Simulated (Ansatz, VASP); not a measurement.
**Two plane-wave programs on HgTe**

```
Hg Te
1.0
     0.00000    3.18000    3.18000
     3.18000    0.00000    3.18000
     3.18000    3.18000    0.00000
Hg Te
1 1
Direct
  0.00000 0.00000 0.00000
  0.50000 0.50000 0.50000
```

Measurements of this composition are mostly on another form, of space group No. 216.

Alike in both runs: task single point; functional PBE; k mesh 7 × 7 × 7; occupations gaussian, width 0.015 eV; no spin polarisation.

|  | VASP | Ansatz |
| --- | --- | --- |
| version | VASP 6.6.1 | Ansatz 0.2.0 |
| potentials or method | VASP PAW PBE potentials, release 64 (Hg, Te) | Ansatz PAW |
| plane-wave cutoff (eV) | 520 | 420 |
| valence electrons in the cell | 18 | 36 |

|  | VASP | Ansatz | Ansatz less VASP |
| --- | --- | --- | --- |
| gap on the k mesh at the Fermi level (eV) | none | none | - |
| pressure (GPa) | -3.7 | -3.8 | -0.06 |

A gap of «none» marks a metal or a gap that the smearing closes. The two sets of potentials don't hold the same shells in valence.

Spin-orbit coupling is left out, which matters for the levels of Hg, Te.
